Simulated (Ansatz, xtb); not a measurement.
## Relative energy of two isomers of C5H12

We compare a, `CCCCC`, a singlet, with b, `CCC(C)C`, a singlet. Both are isolated molecules in the gas phase, relaxed with B3LYP/6-31G*, each in the lowest conformer that the search found.

Which of the two would you expect CCSD(T)/def2-SVP + ΔMP2/def2-TZVPP electronic energies to favour?

Structure b; the calculation gives E(b) − E(a) = −0.073 eV.

The same difference at several levels:

| level | geometry | E(b) − E(a) (eV) | departure from the last row (eV) | job, with rough time for the two |
| --- | --- | --- | --- | --- |
| GFN2-xTB | GFN2-xTB | −0.057 | +0.016 | optimisation, 0.096 s |
| HF/STO-3G | GFN2-xTB | +0.003 | +0.076 | single point, 0.34 s |
| r2SCAN-D4/def2-SVP | GFN2-xTB | −0.055 | +0.018 | single point, 4.7 s |
| B3LYP/6-31G* | B3LYP/6-31G* | −0.020 | +0.053 | optimisation, 28 s |
| HF/def2-SVP | B3LYP/6-31G* | −0.008 | +0.065 | part of the CCSD(T) run |
| MP2/def2-SVP | B3LYP/6-31G* | −0.075 | −0.002 | part of the CCSD(T) run |
| CCSD(T)/def2-SVP | B3LYP/6-31G* | −0.064 | +0.009 | single point |
| CCSD(T)/def2-SVP + ΔMP2/def2-TZVPP | B3LYP/6-31G* | −0.073 |  | single point, 65 s |

As drawn, both hold the same kinds of bond in the same numbers. Structure a has 2 methyl groups, b 3.

HF/STO-3G, B3LYP/6-31G*, HF/def2-SVP find them nearly level. The largest departure from CCSD(T)/def2-SVP + ΔMP2/def2-TZVPP is that of HF/STO-3G, 0.076 eV. The last row adds to CCSD(T) the change of the MP2 difference between the two basis sets, here −0.009 eV.

With harmonic frequencies from B3LYP/6-31G* (ideal gas, rigid rotor, one conformer each, 600 K, 1 atm): the zero-point term adds −0.014 eV; ΔH is −0.080 and ΔG −0.064 eV.

The correlated steps freeze 5 core orbitals. Codes used: Ansatz 0.2.0, xtb 6.7.1; the last row on 2 threads of Arm Neoverse V2 on a shared host.
